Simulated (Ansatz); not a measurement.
Molecular dynamics on a 2×2×2 supercell (16 atoms) of AgBr (Fm-3m), relaxed with r2SCAN. Forces come from PBE in the PAW code Ansatz: constant energy and volume (NVE), velocities drawn at 1700 K, steps of 2 fs. Spin polarisation is off, nuclei are classical, and the run is far too short for thermal averages.

```yaml
crystal:
  lattice:
    - [0.0, 5.7855245727, 5.7855245727]
    - [5.7855245727, 0.0, 5.7855245727]
    - [5.7855245727, 5.7855245727, 0.0]
  atoms:
    - { symbol: Ag, position: [0.0, 0.0, 0.0] }
    - { symbol: Br, position: [0.25, 0.25, 0.25] }
    - { symbol: Ag, position: [0.0, 0.0, 0.5] }
    - { symbol: Br, position: [0.25, 0.25, 0.75] }
    - { symbol: Ag, position: [0.0, 0.5, 0.0] }
    - { symbol: Br, position: [0.25, 0.75, 0.25] }
    - { symbol: Ag, position: [0.0, 0.5, 0.5] }
    - { symbol: Br, position: [0.25, 0.75, 0.75] }
    - { symbol: Ag, position: [0.5, 0.0, 0.0] }
    - { symbol: Br, position: [0.75, 0.25, 0.25] }
    - { symbol: Ag, position: [0.5, 0.0, 0.5] }
    - { symbol: Br, position: [0.75, 0.25, 0.75] }
    - { symbol: Ag, position: [0.5, 0.5, 0.0] }
    - { symbol: Br, position: [0.75, 0.75, 0.25] }
    - { symbol: Ag, position: [0.5, 0.5, 0.5] }
    - { symbol: Br, position: [0.75, 0.75, 0.75] }
kpoints:
  mp_grid: { grid: [2, 2, 2] }
hamiltonian:
  xc: pbe
scf:
  occupations: { method: fermi_dirac, width: 0.146 }
md:
  ensemble: nve
  temperature: 1700
  timestep: 2.0
  n_steps: 40
  initial_velocities: maxwell_boltzmann
  seed: 40
```

Run as `ansatz run input.yaml --threads 4 --pin off --max-ram 3686MiB --backend cpu --events-out ev --progress --plain --runs-dir out`. Wall time 88 s on 4 threads of Intel(R) Xeon(R) Platinum 8488C (Sapphire Rapids), with other jobs on the host, load about 0.2 per core; peak host memory 1.6 GiB.

```tsv
step	t (fs)	T (K)	free energy F from step 0 (meV/atom)	kinetic energy (meV/atom)	largest force (eV/Å)
0	0	1700	0.0	206.0	0.00
1	2	1699	0.2	205.9	0.05
2	4	1695	0.6	205.4	0.09
3	6	1689	1.4	204.6	0.15
4	8	1680	2.5	203.5	0.20
5	10	1668	3.9	202.1	0.25
6	12	1653	5.6	200.4	0.31
7	14	1636	7.7	198.3	0.37
8	16	1616	10.2	195.8	0.44
9	18	1593	13.0	193.0	0.51
10	20	1567	16.2	189.8	0.58
11	22	1538	19.7	186.3	0.66
12	24	1505	23.6	182.4	0.74
13	26	1471	27.8	178.2	0.82
14	28	1433	32.4	173.6	0.90
15	30	1393	37.2	168.8	0.99
16	32	1350	42.4	163.6	1.08
17	34	1305	47.9	158.2	1.17
18	36	1258	53.5	152.5	1.26
19	38	1210	59.3	146.7	1.34
20	40	1161	65.3	140.7	1.43
21	42	1111	71.3	134.7	1.52
22	44	1062	77.3	128.7	1.60
23	46	1013	83.3	122.8	1.68
24	48	965	89.1	117.0	1.75
25	50	920	94.6	111.4	1.82
26	52	876	99.8	106.2	1.88
27	54	836	104.7	101.3	1.93
28	56	800	109.1	96.9	1.97
29	58	767	113.1	93.0	2.00
30	60	740	116.4	89.6	2.02
31	62	716	119.2	86.8	2.03
32	64	698	121.4	84.6	2.03
33	66	685	123.0	83.0	2.02
34	68	677	124.1	82.0	2.00
35	70	673	124.5	81.5	1.97
36	72	674	124.4	81.6	1.93
37	74	678	123.9	82.2	1.88
38	76	686	122.9	83.2	1.83
39	78	697	121.5	84.5	1.76
40	80	711	119.9	86.2	1.69
```

The temperature starts at 1700 K, is lowest at step 35 (673 K, 70 fs) and ends at 711 K. The atoms start on their lattice sites with kinetic energy alone, so much of it first passes into potential energy. The conserved energy stays within 0.05 meV an atom. By the last step the atoms have moved 0.40 Å in the root mean square, the drift of the whole cell taken out, 0.68 Å at most.

Positions (Å) and forces (eV/Å) at step 40:
```
Ag  -0.154  -0.332   0.129     0.279   0.139  -0.870
Br   3.155   2.990   3.280    -0.569  -0.128  -1.154
Ag   2.899   2.848  -0.147    -0.030   1.010   0.182
Br   5.811   5.721   2.544    -0.571  -0.014   1.112
Ag   2.432  -0.079   2.722     1.585   0.161   0.211
Br   6.006   2.823   5.902    -0.468   0.740   0.371
Ag   5.718   2.580   2.637     0.577   0.635  -0.014
Br   8.629   5.636   5.900    -0.020  -0.131   0.304
Ag   0.104   3.409   3.022     0.223  -0.446  -0.730
Br   2.850   6.153   5.406     0.017  -1.201   1.189
Ag   3.202   5.752   2.994    -0.418   0.044  -1.007
Br   5.726   8.347   5.574     0.048   0.888   0.044
Ag   2.869   2.949   5.712     0.161   0.009   1.313
Br   5.332   5.936   9.162    -0.128  -0.328  -0.564
Ag   6.053   5.946   6.075    -0.382  -1.287   0.212
Br   8.800   8.772   8.513    -0.304  -0.091  -0.600
```
